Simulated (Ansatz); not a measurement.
# Ga2O3: the cost of one run

Computed with Ansatz 0.2.0 (DFT PBE, scalar-relativistic, plane waves, PAW, unless a step's input says otherwise).

## Step 1: The starting structure

It takes space group C2/m (No. 12, monoclinic). Conventional cell: a = 12.214 Å, b = 3.037 Å, c = 5.798 Å, α = 90.00°, β = 103.83°, γ = 90.00°. Around Ga (site symmetry m) lie 4 O at 1.83 to 1.86 Å. Ga (site symmetry m) has 6 O at 1.94 to 2.07 Å as nearest neighbours. Around O (site symmetry m) lie 3 Ga at 1.83 to 1.94 Å. O (site symmetry m) is surrounded by 4 Ga at 1.86 to 2.07 Å.

Structure file:

```
Ga O
1.0
     0.00000   -6.07420    0.00000
     4.72101    1.51855    5.63001
    -7.49299    1.51855    5.63001
Ga O
16 24
Direct
  0.19865 0.48780 0.30680
  0.44865 0.98780 0.80680
  0.69865 0.48780 0.30680
  0.94865 0.98780 0.80680
  0.05135 0.01220 0.19320
  0.30135 0.51220 0.69320
  0.55135 0.01220 0.19320
  0.80135 0.51220 0.69320
  0.07851 0.81567 0.49835
  0.32850 0.31567 0.99835
  0.57851 0.81567 0.49835
  0.82851 0.31567 0.99835
  0.17150 0.68433 0.00165
  0.42150 0.18433 0.50165
  0.67149 0.68433 0.00165
  0.92149 0.18433 0.50165
  0.02745 0.21940 0.89040
  0.52745 0.21940 0.89040
  0.27745 0.71940 0.39040
  0.77745 0.71940 0.39040
  0.22255 0.28060 0.60960
  0.72255 0.28060 0.60960
  0.47255 0.78060 0.10960
  0.97255 0.78060 0.10960
  0.14080 0.45490 0.10830
  0.39080 0.95490 0.60830
  0.64080 0.45490 0.10830
  0.89080 0.95490 0.60830
  0.10920 0.04510 0.39170
  0.35920 0.54510 0.89170
  0.60920 0.04510 0.39170
  0.85920 0.54510 0.89170
  0.06415 0.62420 0.63240
  0.56415 0.62420 0.63240
  0.31415 0.12420 0.13240
  0.81415 0.12420 0.13240
  0.18585 0.87580 0.86760
  0.68585 0.87580 0.86760
  0.43585 0.37580 0.36760
  0.93585 0.37580 0.36760
```

The runs take a perfect supercell of 40 atoms; the defect goes to fractional position (0.199, 0.488, 0.307).

## Step 2: The perfect supercell

Input file input.yaml:

```yaml
crystal:
  lattice:
    - [0.0, -6.0742, -1.0e-06]
    - [4.721011, 1.51855, 5.630009]
    - [-7.492989, 1.51855, 5.630009]
  atoms:
    - { symbol: Ga, position: [0.19865, 0.4878, 0.3068] }
    - { symbol: Ga, position: [0.44865, 0.9878, 0.8068] }
    - { symbol: Ga, position: [0.69865, 0.4878, 0.3068] }
    - { symbol: Ga, position: [0.94865, 0.9878, 0.8068] }
    - { symbol: Ga, position: [0.05135, 0.0122, 0.1932] }
    - { symbol: Ga, position: [0.30135, 0.5122, 0.6932] }
    - { symbol: Ga, position: [0.55135, 0.0122, 0.1932] }
    - { symbol: Ga, position: [0.80135, 0.5122, 0.6932] }
    - { symbol: Ga, position: [0.078505, 0.81567, 0.49835] }
    - { symbol: Ga, position: [0.328505, 0.31567, 0.99835] }
    - { symbol: Ga, position: [0.578505, 0.81567, 0.49835] }
    - { symbol: Ga, position: [0.828505, 0.31567, 0.99835] }
    - { symbol: Ga, position: [0.171495, 0.68433, 0.00165] }
    - { symbol: Ga, position: [0.421495, 0.18433, 0.50165] }
    - { symbol: Ga, position: [0.671495, 0.68433, 0.00165] }
    - { symbol: Ga, position: [0.921495, 0.18433, 0.50165] }
    - { symbol: O, position: [0.02745, 0.2194, 0.8904] }
    - { symbol: O, position: [0.52745, 0.2194, 0.8904] }
    - { symbol: O, position: [0.27745, 0.7194, 0.3904] }
    - { symbol: O, position: [0.77745, 0.7194, 0.3904] }
    - { symbol: O, position: [0.22255, 0.2806, 0.6096] }
    - { symbol: O, position: [0.72255, 0.2806, 0.6096] }
    - { symbol: O, position: [0.47255, 0.7806, 0.1096] }
    - { symbol: O, position: [0.97255, 0.7806, 0.1096] }
    - { symbol: O, position: [0.1408, 0.4549, 0.1083] }
    - { symbol: O, position: [0.3908, 0.9549, 0.6083] }
    - { symbol: O, position: [0.6408, 0.4549, 0.1083] }
    - { symbol: O, position: [0.8908, 0.9549, 0.6083] }
    - { symbol: O, position: [0.1092, 0.0451, 0.3917] }
    - { symbol: O, position: [0.3592, 0.5451, 0.8917] }
    - { symbol: O, position: [0.6092, 0.0451, 0.3917] }
    - { symbol: O, position: [0.8592, 0.5451, 0.8917] }
    - { symbol: O, position: [0.06415, 0.6242, 0.6324] }
    - { symbol: O, position: [0.56415, 0.6242, 0.6324] }
    - { symbol: O, position: [0.31415, 0.1242, 0.1324] }
    - { symbol: O, position: [0.81415, 0.1242, 0.1324] }
    - { symbol: O, position: [0.18585, 0.8758, 0.8676] }
    - { symbol: O, position: [0.68585, 0.8758, 0.8676] }
    - { symbol: O, position: [0.43585, 0.3758, 0.3676] }
    - { symbol: O, position: [0.93585, 0.3758, 0.3676] }
basis:
  ecutwfc: 420
  fft_grid_basis: typed
kpoints:
  mp_grid: { grid: [2, 2, 1] }
hamiltonian:
  xc: pbe
  pseudopotentials: { kind: paw }
scf:
  occupations: { method: gaussian, width: 0.05 }
output:
  forces: true
  stress: false
  eigenvalues: true
  bader: false
  write_density: true
  volumetric_format: npy
```

Command:

```console
ansatz run input.yaml --threads 4 --pin off --max-ram 10240MiB --backend cpu --events-out ev --progress --plain --runs-dir out
```

**Question.** How long does this run take on 4 threads of Arm Neoverse N1, shared host, and how much memory does it need?

About 12 s, with a peak of 1.8 GiB.
